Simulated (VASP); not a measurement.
## Ni: equation of state with LDA

Ni:

```
Ni
1.0
     2.42142    0.00000    0.00000
    -1.21071    2.09701    0.00000
     0.00000    0.00000    3.96458
Ni
2
Direct
  0.66667 0.33333 0.75000
  0.33333 0.66667 0.25000
```

This isn't the form of Ni at room conditions, which is fcc.

| Property | Result |
| --- | --- |
| Program | VASP 6.6.1 |
| Task | equation of state |
| Functional | LDA |
| Potentials or basis | VASP PAW LDA potentials, release 64 (Ni) |
| Cutoff | 520 eV |
| k mesh | 10 × 10 × 6 |
| Occupations | fermi-dirac, width 0.05 eV |
| Spin | collinear spin, ferromagnetic start |
| Starting moments | [1.0, 1.0] μB |

The equilibrium volume is 10.07 Å³/atom, the bulk modulus at fixed shape and positions is 249 GPa and the pressure derivative of the bulk modulus is 4.9 (rough: it moves with the points fitted).

Energy against volume, from the lowest point:
```csv
volume (Å³/atom),energy (meV/atom)
9.663,13.91
9.864,3.42
10.066,0.00
10.267,2.87
10.468,11.34
```

All runs of the series together: 100 s on 1 thread of Intel(R) Xeon(R) Platinum 8488C (Sapphire Rapids) (shared host).

Caveat: the cell was scaled at fixed shape and fractional positions, which overstates the stiffness of a crystal with free parameters, most of all of layers and chains.
